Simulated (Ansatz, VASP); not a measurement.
Two plane-wave programs on Fe

```
CELL_PARAMETERS angstrom
-1.37531 1.37531 1.37531
1.37531 -1.37531 1.37531
1.37531 1.37531 -1.37531
ATOMIC_POSITIONS crystal
Fe 0.00000 0.00000 0.00000
```

Alike in both runs: functional LDA; k mesh 22 × 22 × 22; occupations gaussian, width 0.1 eV; collinear spin.

Ansatz relaxed the structure, and its values are those at the end. VASP's run is a single point on that final structure, the one shown.

|  | VASP | Ansatz |
| --- | --- | --- |
| version | VASP 6.6.1 | Ansatz 0.2.0 |
| potentials or method | VASP PAW LDA potentials, release 64 (Fe) | scalar-relativistic, plane waves, PAW |
| plane-wave cutoff (eV) | 520 | 420 |
| valence electrons in the cell | 8 | 16 |

|  | VASP | Ansatz | Ansatz less VASP |
| --- | --- | --- | --- |
| gap on the k mesh at the Fermi level (eV) | none | none | - |
| pressure (GPa) | -1.1 | 0.0 | +1.10 |
| net moment per atom (μB) | 1.95 | 1.99 | +0.042 |
| size of the moment on the site where the two differ most (μB) | 1.92 | 1.99 | +0.074 |

Site moments also hang on the region over which each program counts them. A gap of «none» marks a metal or a gap that the smearing closes. The two sets of potentials don't hold the same shells in valence.
